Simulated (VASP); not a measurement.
Pt:

```
Pt
1.0
    -1.55706    1.55706    1.55706
     1.55706   -1.55706    1.55706
     1.55706    1.55706   -1.55706
Pt
1
Cartesian
  0.0000 0.0000 0.0000
```

This isn't the form of Pt at room conditions, which is fcc.

```yaml
Program: VASP 6.6.1
Task: relaxation of cell and atoms
Functional: PBE
Potentials_or_basis: VASP PAW PBE potentials, release 64 (Pt)
Cutoff: 600 eV
k_mesh: 18 × 18 × 18
Occupations: gaussian, width 0.1 eV
Spin: no spin polarisation
```

At the start: pressure 12.2 GPa; volume 15.10 Å³/atom.

Problem. Where does the relaxation end?

Solution. Over 16 steps the energy falls by 25.1 meV/atom and the volume is 15.79 Å³/atom (+4.6 %); space group Im-3m (No. 229, to 0.05 Å).

Step by step:
| step | energy change (eV) | largest force (eV/Å) | pressure (GPa) | volume (Å³) |
| --- | --- | --- | --- | --- |
| 1 | 0.0000 | 0.0000 | 12.19 | 15.10 |
| 2 | 0.1164 | 0.0000 | -20.35 | 17.75 |
| 3 | -0.0250 | 0.0000 | -0.49 | 15.83 |
| 4 | -0.0251 | 0.0000 | -0.06 | 15.80 |
| 5 | -0.0251 | 0.0000 | 0.16 | 15.78 |
| 6 | -0.0251 | 0.0000 | 0.16 | 15.78 |
| 7 | -0.0251 | 0.0000 | 0.13 | 15.78 |
| 8 | -0.0251 | 0.0000 | 0.13 | 15.78 |
| 9 | -0.0251 | 0.0000 | 0.13 | 15.78 |
| 10 | -0.0251 | 0.0000 | 0.13 | 15.78 |
| 11 | -0.0251 | 0.0000 | 0.13 | 15.78 |
| 12 | -0.0251 | 0.0000 | 0.13 | 15.78 |
| 13 | -0.0251 | 0.0000 | 0.11 | 15.79 |
| 14 | -0.0251 | 0.0000 | 0.10 | 15.79 |
| 15 | -0.0251 | 0.0000 | 0.07 | 15.79 |
| 16 | -0.0251 | 0.0000 | 0.00 | 15.79 |

Final structure:
```
CELL_PARAMETERS angstrom
-1.58052 1.58052 1.58052
1.58052 -1.58052 1.58052
1.58052 1.58052 -1.58052
ATOMIC_POSITIONS crystal
Pt 0.00000 0.00000 0.00000
```
